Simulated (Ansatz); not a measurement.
# SiO2, a database entry at a rescaled volume

```xyz
9
Lattice="5.0657 0.0000 0.0000 -2.5329 4.3871 0.0000 0.0000 0.0000 5.5329" Properties=species:S:1:pos:R:3 pbc="T T T"
Si    2.5329    0.0000    0.0000
Si    1.2664    2.1935    1.8443
Si   -1.2664    2.1935    3.6886
O     1.5794    0.9119    0.9222
O     0.0000    1.8237    2.7665
O     3.4864    0.9119    4.6108
O     0.9535    3.4752    0.9222
O     2.5329    2.5634    2.7665
O    -0.9535    3.4752    4.6108
```

Level: r2SCAN, no spin polarisation; 500 eV; 6×6×5 Γ-centred mesh; fermi-dirac occupations (width 0.1 eV); Ansatz 0.2.0, fixed geometry.

Task: Metal or insulator? Give the gap.

Result: The gap is 6.28 eV, indirect (the least direct gap found is 6.48 eV).

Task: Is the cell too large or too small?

Result: The pressure is -0.4 GPa (compression positive), so with the atoms held at these fractions the cell is close to zero pressure.

Task: Give the Bader charges.

Result: Bader charges in e: Si +3.37, O -1.69. In the mean Si gives up most and O takes most.

Task: Is it stable against the elements?

Result: -3.01 eV an atom against the elements' usual phases (free molecules for gases, crystals otherwise, with no correction for O₂ or N₂), so it is bound against them; other compounds may still compete. Relaxing would lower it.

Origin: a database entry at a rescaled volume.
